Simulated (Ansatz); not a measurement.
## TiO₂: levels along high-symmetry lines

```yaml
crystal:
  lattice:
    - [2.98939, 0.00000, 0.00000]
    - [-1.49469, 2.58889, 0.00000]
    - [0.00000, 0.00000, 5.49315]
  atoms:
    - { symbol: Ti, position: [0.00000, 0.00000, 0.00000] }
    - { symbol: O, position: [0.33333, 0.66667, 0.17566] }
    - { symbol: O, position: [0.66667, 0.33333, 0.82434] }
```

Atoms are numbered in the order listed.

The conventional cell has a = 2.989 Å, b = 2.989 Å, c = 5.493 Å, α = 90.00°, β = 90.00°, γ = 120.00°. Ti (atom 1) has 6 O at 1.98 Å as nearest neighbours. O (atom 2) is surrounded by 3 Ti at 1.98 Å.

The cell was built from the CdI2 type and relaxed in the same program, and has space group P-3m1; it needn't be a known or the stable phase.

Level of theory: DFT, PBE, all-electron LAPW, scalar-relativistic in Ansatz 0.2.0.

The runs use a Γ-centred 13×13×7 k mesh, Fermi–Dirac smearing of 0.05 eV, basis error target 1 meV/atom, no spin polarisation.

Points in fractions of the reciprocal vectors of this cell: Γ (0, 0, 0), M (0.5, 0, 0), K (0.333, 0.333, 0), A (0, 0, 0.5), L (0.5, 0, 0.5), H (0.333, 0.333, 0.5). The path joins them by straight lines in the order Γ–M–K–Γ–A–L–H–A–L; legs that retrace an earlier one aren't tabulated. Energies are in eV from the top of the valence band.

**Question.** Is there a gap, and where are the band edges?

**Answer.** 2.64 eV, indirect from the line K (0.333, 0.333, 0)–Γ to Γ.

**Question.** List the levels between -14 and 3.5 eV at the symmetry points.

**Answer.** 
Γ: -3.83, -3.69 (×2), -0.48, -0.25 (×2), 2.64 (×2)
M: -4.51, -2.84, -2.57, -1.78, -1.28, -0.79, 2.89
K: -3.52 (×2), -2.86, -1.52 (×2), -1.11, 2.83
A: -3.68 (×2), -3.58, -0.94, -0.25 (×2), 2.64 (×2)
L: -4.55, -2.85, -2.65, -1.73, -1.26, -0.63, 2.88
H: -3.56 (×2), -2.82, -1.48 (×2), -1.17, 2.87
